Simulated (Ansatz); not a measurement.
SnO2, DFT, LDA, all-electron LAPW, scalar-relativistic (Ansatz 0.2.0), run on 2 threads of Intel(R) Xeon(R) 6975P-C (Granite Rapids) on a shared host.

The cell is a measured one (Crystallography Open Database entry 2101853); the temperature and pressure of the measurement aren't taken into account, and nothing was relaxed. The listed cell was then made from it by scaling, straining or moving an atom.

Command: `ansatz run input.yaml --threads 2 --pin off --max-ram 8192MiB --backend cpu --events-out ev --progress --plain --runs-dir out`

```yaml
crystal:
  lattice:
    - [4.73735, -0.0473735, -0.0473735]
    - [-0.0473735, 4.73735, -0.0473735]
    - [-0.031864, -0.031864, 3.1864]
  atoms:
    - { symbol: Sn, position: [0.0, 0.0, 0.0] }
    - { symbol: Sn, position: [0.5, 0.5, 0.5] }
    - { symbol: O, position: [0.30562, 0.30562, 0.0] }
    - { symbol: O, position: [0.19438, 0.80562, 0.5] }
    - { symbol: O, position: [0.69438, 0.69438, 0.0] }
    - { symbol: O, position: [0.80562, 0.19438, 0.5] }
kpoints:
  mp_grid: { grid: [4, 4, 6] }
  band_path:
    path:
      - [0.0, 0.0, 0.0]
      - [0.0, 0.0, 0.5]
      - [-0.4949572384, 0.4949572384, 0.5]
      - [-0.5050427616, -0.4949572384, 0.5]
      - [-0.5, -0.5, 0.5]
      - [0.0, 0.0, 0.0]
      - [-0.5, 0.5, 0.0]
      - [-0.5, 0.0, 0.5]
      - [0.0, 0.0, 0.0]
    npoints: 5
scf:
  occupations: { method: fermi_dirac, width: 0.03 }
hamiltonian:
  xc: lda
  pseudopotentials: { kind: all_electron, lapw: { basis_error: 0.001 } }
output:
  forces: true
  stress: true
  eigenvalues: true
```

(1) How large is the problem that the program sets up?

(2) Estimate the wall time and the peak memory.

Answers

(1) 34 irreducible k-points, 1433 plane waves at Γ, 58 bands.

(2) 23 s of wall time for 9 SCF iterations, with a peak of 0.71 GiB. Times on shared machines scatter by tens of per cent.
